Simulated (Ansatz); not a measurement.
CdTe:

```
CELL_PARAMETERS angstrom
0.00000 3.20500 3.20500
3.20500 0.00000 3.20500
3.20500 3.20500 0.00000
ATOMIC_POSITIONS crystal
Te 0.75000 0.75000 0.75000
Cd 0.00000 0.00000 0.00000
```

- Program: Ansatz 0.2.0
- Task: relaxation of cell and atoms
- Functional: RPBE
- Dispersion: D3(BJ)
- Potentials or basis: all-electron LAPW, scalar-relativistic
- Basis error allowed: 0.001 eV/atom
- k mesh: 7 × 7 × 7
- Occupations: fermi-dirac, width 0.05 eV
- Spin: no spin polarisation

At the start: volume 32.92 Å³/atom.

Question: Where does the relaxation end?

Answer: Over 5 steps the energy falls by 19.0 meV/atom and the volume is 30.97 Å³/atom (-5.9 %); space group F-43m (No. 216, to 0.05 Å).

The path:
| step | energy change (eV) | largest force (eV/Å) | volume (Å³) |
| --- | --- | --- | --- |
| 1 | 0.0000 | 0.0000 | 65.84 |
| 2 | -0.0170 | 0.0000 | 59.28 |
| 3 | -0.0378 | 0.0000 | 62.22 |
| 4 | -0.0380 | 0.0000 | 61.94 |
| 5 | -0.0380 | 0.0000 | 61.94 |

Final structure:
```xyz
2
Lattice="0.0000 3.1403 3.1403 3.1403 0.0000 3.1403 3.1403 3.1403 0.0000" Properties=species:S:1:pos:R:3 pbc="T T T"
Te    4.7105    4.7105    4.7105
Cd    0.0000    0.0000    0.0000
```
